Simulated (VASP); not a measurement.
# Ta (Fm-3m) in VASP: further runs, part 2 of 2

VASP 6.6.1.

### Step 5. Relaxation of cell and atoms, PBEsol

INCAR

```
ALGO = Normal ; EDIFF = 1E-7
EDIFFG = -0.005 ; ENCUT = 580
GGA = PS ; IBRION = 2
ISIF = 3 ; ISMEAR = 0
LASPH = T ; LCHARG = F
LREAL = F ; LWAVE = F
NELM = 60 ; NSW = 90
PREC = Accurate ; SIGMA = 0.1
```

KPOINTS

```
k-points
0
Gamma
  18 18 18
```

POSCAR

```
Ta
1.0
    0.0000000000      2.0800838200      2.0800838200
    2.0800838200      0.0000000000      2.0800838200
    2.0800838200      2.0800838200      0.0000000000
Ta
1
Direct
    0.0000000000      0.0000000000      0.0000000000
```

Potentials or basis: VASP PAW PBE potentials, release 64 (Ta).

The run is started by

```sh
cat potpaw_PBE.64/Ta/POTCAR > POTCAR
mpirun -np 1 vasp_std > vasp.out
```

OUTCAR:

```text
EDIFF = 1E-7
   EDIFFG = -0.005
   ENCUT = 580
   GGA = PS
   IBRION = 2
   ISIF = 3
   ISMEAR = 0
   LASPH = T
   LREAL = F
   NELM = 60
   NSW = 90
   PREC = Accurate

 ion  position               nearest neighbor table
   1  0.000  0.000  0.000-

  LATTYP: Found a face centered cubic cell.
 ALAT       =     4.1601676400

  Lattice vectors:

 A1 = (   0.0000000000,   2.0800838200,   2.0800838200)
 A2 = (   2.0800838200,   0.0000000000,   2.0800838200)
 A3 = (   2.0800838200,   2.0800838200,   0.0000000000)

Analysis of symmetry for initial positions (statically):
=====================================================================
 Subroutine PRICEL returns:
 Original cell was already a primitive cell.

 Routine SETGRP: Setting up the symmetry group for a
 face centered cubic supercell.

 Subroutine GETGRP returns: Found 48 space group operations
 (whereof 48 operations were pure point group operations)
 out of a pool of 48 trial point group operations.

The static configuration has the point symmetry O_h .

Analysis of symmetry for dynamics (positions and initial velocities):
=====================================================================
 Subroutine PRICEL returns:
 Original cell was already a primitive cell.

[... 164 lines left out ...]
  in kB        8.3261780      8.3261780      8.3261780     -0.0000000      0.0000000     -0.0000000
  external PRESSURE =       8.3261780 kB  Pullay stress =       0.0000000 kB
[... 57 lines left out ...]
--------------------------------------- Ionic step        3  -------------------------------------------

 number of electron       5.0000000 magnetization

 Free energy of the ion-electron system (eV)
  ---------------------------------------------------
  ext. energy  EPLUGINS =         0.00000000
  ---------------------------------------------------
  free energy    TOTEN  =       -12.33751217 eV

  energy without entropy =      -12.33060249  energy(sigma->0) =      -12.33405733

 E-fermi :   5.9576     XC(G=0): -12.4802

 val. band max:        5.9559580527   @ k =   0.3889   0.0000   0.0000
 cond. band min:       5.9659964282   @ k =   0.1111   0.0000   0.0000
 fundamental gap:      0.0100383755
 Fermi energy:         5.9575584414

 k-point     1 :       0.0000    0.0000    0.0000
  band No.  band energies     occupation
      1      -2.3420      2.00000
      2       6.3760      0.00000
      3       6.3760      0.00000
      4       6.3760      0.00000
      5       9.5223      0.00000
      6       9.5223      0.00000
[... 199 lines left out ...]
 k-point    24 :      -0.2222    0.0556    0.0000
  band No.  band energies     occupation
      1      -0.2173      2.00000
      2       5.1534      2.00000
      3       6.7509      0.00000
      4       6.9191      0.00000
      5       8.9917      0.00000
      6      10.0294      0.00000

 [... further k-points ...]

------------------------ aborting loop because EDIFF is reached ----------------------------------------

  FORCE on cell =-STRESS in cart. coord.  units (eV):
  Direction    XX          YY          ZZ          XY          YZ          ZX
  --------------------------------------------------------------------------------------
  -------------------------------------------------------------------------------------
  Total        0.0006930      0.0006930      0.0006930     -0.0000000     -0.0000000      0.0000000
  in kB        0.0614371      0.0614371      0.0614371     -0.0000000     -0.0000000      0.0000000
  external PRESSURE =       0.0614371 kB  Pullay stress =       0.0000000 kB
[... 16 lines left out ...]
  FREE ENERGIE OF THE ION-ELECTRON SYSTEM (eV)
  ---------------------------------------------------
  free  energy   TOTEN  =       -12.3375121680 eV

  energy  without entropy=      -12.3306024931  energy(sigma->0) =      -12.33405733

 reached required accuracy - stopping structural energy minimisation
```

CONTCAR:

```text
Ta
   1.00000000000000
    -0.0000000000000000    2.0828204448454688    2.0828204448454688
     2.0828204448454688    0.0000000000000000    2.0828204448454688
     2.0828204448454688    2.0828204448454688   -0.0000000000000000
  Ta
     1
Direct
     0.0000000000000000    0.0000000000000000    0.0000000000000000

  0.00000000E+00  0.00000000E+00  0.00000000E+00
```

Run time: 12 s. Hardware: 1 thread of Intel Xeon 6975P-C (Granite Rapids), shared host; peak memory 0.17 GiB.

Results:

```
Free energy                            : -12.3375 eV
Relaxed volume                         : 18.07 Å³/atom
Relaxed cell                           : a = 2.946 Å, b = 2.946 Å, c = 2.946 Å, α = 60.00°, β = 60.00°, γ = 60.00°
Space group after relaxing (to 0.05 Å) : Fm-3m (No. 225)
Energy gained by relaxing              : 0.2 meV/atom
Ionic steps                            : 3
Pressure after relaxing                : 0.0 GPa
Band gap on the k mesh                 : none (metal or under the smearing width)
```

Step by step:
| step | energy change (eV) | largest force (eV/Å) | pressure (GPa) | volume (Å³) |
| --- | --- | --- | --- | --- |
| 1 | 0.0000 | 0.0000 | 0.83 | 18.00 |
| 2 | 0.0009 | 0.0000 | -1.95 | 18.24 |
| 3 | -0.0002 | 0.0000 | 0.01 | 18.07 |

Final structure:
```xyz
1
Lattice="0.0000 2.0828 2.0828 2.0828 0.0000 2.0828 2.0828 2.0828 0.0000" Properties=species:S:1:pos:R:3 pbc="T T T"
Ta    0.0000    0.0000    0.0000
```

Levels at points of the mesh, in eV from the Fermi level:
```tsv
k point	band 1	band 2	band 3	band 4	band 5	band 6
(0.00, 0.00, 0.00)	-8.30	0.42	0.42	0.42	3.56	3.56
(0.50, 0.00, 0.00)	-4.79	0.17	0.17	0.83	6.04	6.04
(0.50, 0.50, 0.00)	-4.62	-3.54	3.13	6.02	6.79	6.79
```

Caveat: the PAW data sets were made with another functional, which shifts forces and pressure a little.

### Step 6. Relaxation of cell and atoms, RPBE

INCAR

```
ALGO = Normal ; EDIFF = 1E-7
EDIFFG = -0.005 ; ENCUT = 600
GGA = RP ; IBRION = 2
ISIF = 3 ; ISMEAR = 0
LASPH = T ; LCHARG = F
LREAL = F ; LWAVE = F
NELM = 60 ; NSW = 90
PREC = Accurate ; SIGMA = 0.1
```

KPOINTS is that of step 5.

POSCAR is that of step 5.

Potentials or basis: VASP PAW PBE potentials, release 64 (Ta_pv).

The run is started by

```sh
cat potpaw_PBE.64/Ta_pv/POTCAR > POTCAR
mpirun -np 1 vasp_std > vasp.out
```

Run time: 26 s. Hardware: 1 thread of Intel Xeon 6975P-C (Granite Rapids), shared host; peak memory 0.18 GiB.

Results (log left out):

```
Free energy                            : -11.0918 eV
Relaxed volume                         : 19.16 Å³/atom
Relaxed cell                           : a = 3.004 Å, b = 3.004 Å, c = 3.004 Å, α = 60.00°, β = 60.00°, γ = 60.00°
Space group after relaxing (to 0.05 Å) : Fm-3m (No. 225)
Energy gained by relaxing              : 44.4 meV/atom
Ionic steps                            : 4
Pressure after relaxing                : 0.0 GPa
Band gap on the k mesh                 : none (metal or under the smearing width)
```

The path:
| step | energy change (eV) | largest force (eV/Å) | pressure (GPa) | volume (Å³) |
| --- | --- | --- | --- | --- |
| 1 | 0.0000 | 0.0000 | 12.89 | 18.00 |
| 2 | 0.1549 | 0.0000 | -19.77 | 22.04 |
| 3 | -0.0443 | 0.0000 | -0.54 | 19.22 |
| 4 | -0.0444 | 0.0000 | -0.03 | 19.16 |

Final structure:
```xyz
1
Lattice="0.0000 2.1240 2.1240 2.1240 0.0000 2.1240 2.1240 2.1240 0.0000" Properties=species:S:1:pos:R:3 pbc="T T T"
Ta    0.0000    0.0000    0.0000
```

Levels at points of the mesh, in eV from the Fermi level:
```csv
k point,band 3,band 4,band 5,band 6,band 7,band 8
"(0.00, 0.00, 0.00)",-33.74,-8.04,0.46,0.46,0.46,3.39
"(0.50, 0.00, 0.00)",-33.87,-4.53,0.25,0.25,0.57,5.64
"(0.50, 0.50, 0.00)",-34.08,-4.27,-3.24,2.74,5.64,6.30
```

Caveat: the PAW data sets were made with another functional, which shifts forces and pressure a little. Spin-orbit coupling is left out, which matters for the levels of Ta.

### Step 7. Summary

```csv
task,level,potentials or basis,cell,k mesh,cutoff (eV),mesh quality,gap on the mesh (eV),pressure (GPa),relaxed volume (Å³/atom)
relaxation of cell and atoms,PBEsol,"VASP PAW PBE potentials, release 64 (Ta_pv)",relaxed,18 × 18 × 18,300,not flagged,none,0.0,18.16
relaxation of cell and atoms,PBEsol,"VASP PAW PBE potentials, release 64 (Ta_pv)",relaxed,6 × 6 × 6,600,coarse,none,0.0,18.25
single point,PBEsol,"VASP PAW PBE potentials, release 64 (Ta_pv)",as given,18 × 18 × 18,520,not flagged,none,2.4,-
relaxation of cell and atoms,PBEsol,"VASP PAW PBE potentials, release 64 (Ta)",relaxed,18 × 18 × 18,580,not flagged,none,0.0,18.07
relaxation of cell and atoms,RPBE,"VASP PAW PBE potentials, release 64 (Ta_pv)",relaxed,18 × 18 × 18,600,not flagged,none,0.0,19.16
```

Alike in all rows: no spin polarisation; smearing gaussian 0.1 eV.

Caveats: some runs use coarse meshes; the PAW data sets were made with another functional, which shifts forces and pressure a little.

Absolute energies hang on the potentials; compare differences alone.
